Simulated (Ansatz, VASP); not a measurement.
# Cross-check of GaSi31H (Ga-H pair in Si) between VASP and Ansatz

Wanted: the spread between two codes on one cell, functional and k mesh. The cell is taken from a series of runs on this material, whose earlier steps may have relaxed, scaled, displaced or heated it; both programs get it as it stands.

Program: Ansatz 0.2.0. Level of theory: plane waves, with VASP 6.6.1 beside it; single point at HSE06. Results are calculated unless marked as measured.

In doubt: a hybrid run on one k-point (step 3), which bears on gaps, levels and energies.

## (1) Starting point

The cell holds 33 atoms: 31 Si, 1 Ga and 1 H. Cell: a = 9.474 Å, b = 9.474 Å, c = 9.474 Å, α = 109.5°, β = 109.5°, γ = 109.5°. It derives from Si (Si (Fd-3m)). Nearest the centre at fractional (0.441, 0.500, 0.500): H33 at 0.92 Å, Ga32 at 1.09 Å, Si22 at 2.14 Å, Si25 at 2.73 Å, Si31 at 2.73 Å, Si26 at 2.73 Å, Si8 at 3.50 Å, Si7 at 3.50 Å.

## (2) VASP: single point, HSE06

With cell and atoms fixed, the geometry can't cause a difference; cores, projectors, grids and the points listed under the comparison can.

Lines of VASP's logs that name or quote its potential files are left out, and so is its time.

The run reads the wave functions of an earlier VASP run, which isn't shown here.

File INCAR:

```
SYSTEM = GaSi31H
PREC = Accurate
ENCUT = 400
EDIFF = 1E-06
NELM = 100
ISMEAR = -1
SIGMA = 0.01
LREAL = Auto
ALGO = Normal
LHFCALC = .TRUE.
AEXX = 0.25
GGA = PE
HFSCREEN = 0.208
LASPH = .TRUE.
NBANDS = 92
PRECFOCK = Fast
LORBIT = 11
LWAVE = .FALSE.
LCHARG = .FALSE.
ISIF = 2
```

File POSCAR:

```
GaSi31H
1.0
   -5.4697832414      5.4697832414      5.4697832414
    5.4697832414     -5.4697832414      5.4697832414
    5.4697832414      5.4697832414     -5.4697832414
Si Ga H
31 1 1
Direct
    0.0004984734      0.9996712417      0.4996924139
    0.9902915011      0.2444827171      0.2442466054
    0.0004769738      0.5000257507      0.9993753611
    0.0068181062      0.7555825694      0.7553376776
    0.2491808708      0.9979255094      0.2493418650
    0.2490815486      0.2491413281      0.9978394002
    0.2458368315      0.4998384008      0.7554185928
    0.2457748360      0.7551950761      0.4998141228
    0.5007737847      0.0003194697      0.9999868647
    0.4997796080      0.2485919640      0.7503433816
    0.4997644537      0.7506683488      0.2483524748
    0.7511932534      0.0018429520      0.7513654804
    0.7511754392      0.2441204848      0.4998726710
    0.7511943816      0.4998271950      0.2443687275
    0.7511129736      0.7511244279      0.0019179288
    0.0000915947      0.0001276061      0.2512167417
    0.0001447174      0.2515941603      0.9999356272
    0.9964454957      0.4999384746      0.7504357454
    0.9965275019      0.7507994007      0.4997566920
    0.2552470623      0.0030883331      0.0031950118
    0.2485965629      0.2484299890      0.7483485732
    0.2153561170      0.4997259253      0.4999156640
    0.2485719947      0.7483304108      0.2484851926
    0.4999084337      0.9997536208      0.7510017686
    0.5017895079      0.2378069297      0.4997674336
    0.5016100864      0.4999913920      0.2372728069
    0.4999814793      0.7514223712      0.9995964199
    0.7519980017      0.9964884613      0.4999589574
    0.7456599896      0.2489953225      0.2491037718
    0.7519677300      0.4997691734      0.9966852032
    0.7640467184      0.7621307904      0.7622739218
    0.5564665053      0.5001112502      0.4996301568
    0.3438831322      0.4995430033      0.4996946815
```

File KPOINTS:

```
Automatic mesh
0
Gamma
1 1 1
0 0 0
```

PAW data sets: Si, Ga_d and H (PBE family, release 64).

Launch:

```
> export OMP_NUM_THREADS=3
> mpirun -np 1 vasp_gam
```

Numbers of over 12 decimals in the logs are rounded to 6 here.

Log:

```text
[banner, memory and clock lines left out]
running    1 mpi-ranks, on    1 nodes
[...]
Offloading initialized ...    1 GPUs detected
[...]
LDA part: xc-table for (Slater+PW92), standard interpolation
 found WAVECAR, reading the header
 POSCAR, INCAR and KPOINTS ok, starting setup
[...]
reading WAVECAR
 the WAVECAR file was read successfully
 initial charge from wavefunction
 entering main loop
       N       E                     dE             d eps       ncg     rms          rms(c)
DAV:   1    -0.196338633769E+03   -0.19634E+03   -0.64461E+00   224   0.939E+00    0.141E+01
DAV:   2    -0.196375373623E+03   -0.36740E-01   -0.22167E-01   256   0.202E+00    0.883E+00
DAV:   3    -0.196368686149E+03    0.66875E-02   -0.21310E-02   264   0.504E-01    0.525E+00
DAV:   4    -0.196365761488E+03    0.29247E-02   -0.19088E-03   224   0.145E-01    0.305E+00
[...]
DAV:   9    -0.196364165878E+03    0.10370E-04   -0.48873E-06   192   0.606E-03    0.182E-01
DAV:  10    -0.196364163644E+03    0.22341E-05   -0.14806E-06   104   0.346E-03    0.104E-01
DAV:  11    -0.196364163674E+03   -0.30084E-07   -0.72580E-07   104   0.268E-03
   1 F= -.19636416E+03 E0= -.19636416E+03  d E =-.132838E-13
```

From OUTCAR (step 2):

```text
  Total        5.5105059      5.5114015      5.4917138     -4.4745641      4.4183922     -4.4896468
  in kB       13.4875080     13.4897000     13.4415125    -10.9519379     10.8144518    -10.9888545
  external PRESSURE =      13.4729068 kB  Pullay stress =       0.0000000 kB

 POSITION                                       TOTAL-FORCE (eV/Angst)
 -----------------------------------------------------------------------------------
      8.19847     -2.73205      2.73750         0.008565     -0.007164     -0.018805
     -2.74344      5.41539      5.41797         0.054828     -0.046799     -0.046593
      8.19879      2.73394     -2.72873         0.008497     -0.017679     -0.009670
      8.22711      0.03595      0.03863        -0.109018     -0.029893     -0.031139
      5.45932     -2.73162      5.45756        -0.019402      0.008592     -0.017294
      5.45829      5.45764     -2.73279        -0.018684     -0.019270      0.009412
      5.52131      2.74264     -0.05329         0.046801     -0.053212     -0.045809
      5.52029     -0.05254      2.74121         0.043828     -0.045235     -0.053465
      2.73233      8.20709     -2.72884         0.017264     -0.007878     -0.009336
      2.73027      5.47816     -0.01079        -0.008316      0.017613     -0.018669
      2.73082     -0.01396      5.48116        -0.007630     -0.017564      0.016480
      0.01102      8.20859      0.00914         0.018188      0.007423      0.018199
     -0.03929      5.50768      2.70986         0.029746     -0.030992      0.111481
     -0.03828      2.71157      5.50617         0.029961      0.109632     -0.028730
[...]
-----------------------------------------------------------------------------------
    total drift:                               -0.004869      0.005528      0.003584

  FREE ENERGIE OF THE ION-ELECTRON SYSTEM (eV)
  ---------------------------------------------------
  free  energy   TOTEN  =      -196.3641636745 eV

  energy  without entropy=     -196.3641636745  energy(sigma->0) =     -196.36416367

[... 3 further parts left out ...]
[key lines of the parts left out:]
E-fermi :   5.6035
```

The run ends at a pressure of 1.35 GPa, with forces up to 8.8 eV/Å.

(Continued in part 2 of 2.)

[Lines on the potential files, build, host, timing and source positions are cut from VASP's logs without a mark.]

[Logs are printed without paths, hosts, clocks, repeated set-up lines and the standing remarks that a program may print on its own settings, such as how far it seeks lower states.]

[Hosts, paths, dates, database ids (printed as entryN), source tags and the programs' standing remarks are cut or masked in the printed files.]
